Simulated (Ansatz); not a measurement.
## BeTe (F-43m): elasticity against pressure

```xyz
2
Lattice="0.0000 2.8028 2.8028 2.8028 0.0000 2.8028 2.8028 2.8028 0.0000" Properties=species:S:1:pos:R:3 pbc="T T T"
Be    0.0000    0.0000    0.0000
Te    4.2042    4.2042    4.2042
```

This is the zero-pressure cell. At each pressure cell and atoms are relaxed in this structure, and the constants are slopes of the stress at strains of ±0.005 with relaxed ions (the coefficients that govern stability under load). Level: PBEsol, PAW on Ansatz 0.2.0's default frozen-core files (fitted under PBE), scalar-relativistic; k mesh 8×8×8, strains of ±0.005, fixed occupations, cutoff 420 eV. P is the pressure of the relaxed cell, less that of this one.

| P (GPa) | V/V₀ | C11 (GPa) | C12 (GPa) | C44 (GPa) |
| --- | --- | --- | --- | --- |
| 0.00 | 1.0000 | 100.2 | 40.3 | 50.5 |
| 1.01 | 0.9838 | 104.7 | 44.1 | 51.9 |
| 1.98 | 0.9696 | 108.8 | 47.6 | 53.1 |
| 4.01 | 0.9425 | 117.3 | 55.0 | 55.3 |
| 7.00 | 0.9085 | 129.2 | 65.6 | 58.0 |
| 10.01 | ? | ? | ? | ? |
| 14.99 | 0.8389 | 158.9 | 92.9 | 63.1 |

Problem. Does the bulk modulus from the constants agree with the pressure-volume curve?

Solution. A third-order Birch-Murnaghan fit to the volumes shown (F against f, f = [(V₀/V)^(2/3) − 1]/2) gives B₀ = 60.3 GPa and B′ = 4.0. Its −V dP/dV stands beside (C11 + 2C12)/3:

```
P (GPa)  from P(V)  from the constants
   0.00       60.3                60.2
   1.01       64.2                64.3
   1.98       68.0                68.0
   4.01       75.7                75.8
   7.00       86.7                86.8
  14.99      115.1               114.9
```

Problem. What are the pressure derivatives at zero pressure?

Solution. Slopes at V₀ of quadratic fits in −ln(V/V₀) through the first four rows shown, divided by B₀: dC11/dP = 4.4, dC12/dP = 3.7, dC44/dP = 1.4. The mean slopes up to 2.0 GPa are 4.3, 3.7, 1.3; curvature and scatter of the constants part the two. The combination (dC11/dP + 2 dC12/dP)/3 = 4.0 stands against B′.

Problem. Fill the row at 10.01 GPa.

Solution. Cubic fits in −ln(V/V₀) through all rows shown give C11 = 140.7, C12 = 76.0, C44 = 60.2 GPa. Computed: V/V₀ = 0.8793, C11 (GPa) = 140.7, C12 (GPa) = 76.0, C44 (GPa) = 60.3.

Problem. Does a shear stiffness soften?

Solution. C44 goes from 50.5 to 63.1 GPa; (C11 − C12)/2 goes from 30.0 to 33.0 GPa. Neither ends more than 3 % under its start, and the lattice stays mechanically stable over this range.

Limits of these numbers: no other phase was computed; many crystals of this kind change structure within this range, and rows or crossings beyond such a change describe a metastable lattice; frozen-core PAW files fitted under PBE, their cores solved anew for the functional of the run; constants at zero field, no piezoelectric stiffening; phonons weren't checked at these pressures.
